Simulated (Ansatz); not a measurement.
Sb:

```xyz
2
Lattice="3.3545 0.0000 0.0000 -1.6773 2.9051 0.0000 0.0000 0.0000 5.4702" Properties=species:S:1:pos:R:3 pbc="T T T"
Sb    1.6773    0.9684    4.1026
Sb    0.0000    1.9367    1.3675
```

This isn't the form of Sb at room conditions, which is rhombohedral.

```yaml
Program: Ansatz 0.2.0
Task: relaxation of cell and atoms
Functional: revPBE
Potentials_or_basis: Ansatz PAW
Cutoff: "420 eV (not typed: the program's choice for these potentials)"
k_mesh: 9 × 9 × 5
Occupations: fermi-dirac, width 0.05 eV
Spin: no spin polarisation
```

At the start: volume 26.65 Å³/atom.

Task: Where does the relaxation end?

Result: It ends after 9 steps and the volume is 27.77 Å³/atom (+4.2 %); space group P6_3/mmc (No. 194, to 0.05 Å).

The path:
| step | energy change (eV) | largest force (eV/Å) | volume (Å³) |
| --- | --- | --- | --- |
| 1 | 0.0000 | 0.0000 | 53.31 |
| 2 | -0.0129 | 0.0000 | 56.45 |
| 3 | -0.0160 | 0.0000 | 55.56 |
| 4 | -0.0163 | 0.0000 | 55.47 |
| 5 | -0.0167 | 0.0000 | 55.52 |
| 6 | -0.0175 | 0.0000 | 55.48 |
| 7 | -0.0178 | 0.0000 | 55.52 |
| 8 | -0.0182 | 0.0000 | 55.54 |
| 9 | -0.0186 | 0.0000 | 55.54 |

Final structure:
```
Sb
1.0
     3.46193    0.00000    0.00000
    -1.73096    2.99812    0.00000
     0.00000    0.00000    5.35151
Sb
2
Direct
  0.66667 0.33333 0.75000
  0.33333 0.66667 0.25000
```

Caveat: the plane-wave basis is chosen anew once the cell has moved, so the energies of steps on either side of that aren't comparable; the PAW data sets come from PBE, with cores solved anew for the run's functional, which leaves a small shift of forces and pressure.
